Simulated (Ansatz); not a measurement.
Ta in Ansatz: the effect of functional

Crystal: Ta.

```xyz
2
Lattice="2.8809 0.0000 0.0000 -1.4405 2.4949 0.0000 0.0000 0.0000 5.1316" Properties=species:S:1:pos:R:3 pbc="T T T"
Ta    0.0000    1.6633    1.2829
Ta    1.4405    0.8316    3.8487
```

This isn't the form of Ta at room conditions, which is bcc.

The cell isn't the ideal one: volume scaled by 0.98.

Alike in all runs:

- Program: Ansatz 0.2.0
- Task: single point
- Potentials or basis: Ansatz PAW
- k mesh: 11 × 11 × 5
- Occupations: fermi-dirac, width 0.05 eV
- Spin: no spin polarisation

```csv
functional,cutoff,pressure (GPa)
LDA,420 eV (not typed: the program's choice for these potentials),-8.5
PBEsol,420 eV (not typed: the program's choice for these potentials),?
r2SCAN,500 eV (not typed: the program's choice for these potentials),0.3
```

Q: What does the run with functional PBEsol give?

A: Pressure -3.7 GPa.

Caveats: the PAW data sets come from PBE, with cores solved anew for the run's functional, which leaves a small shift of forces and pressure.

Runs at the PBE level aren't shown here.
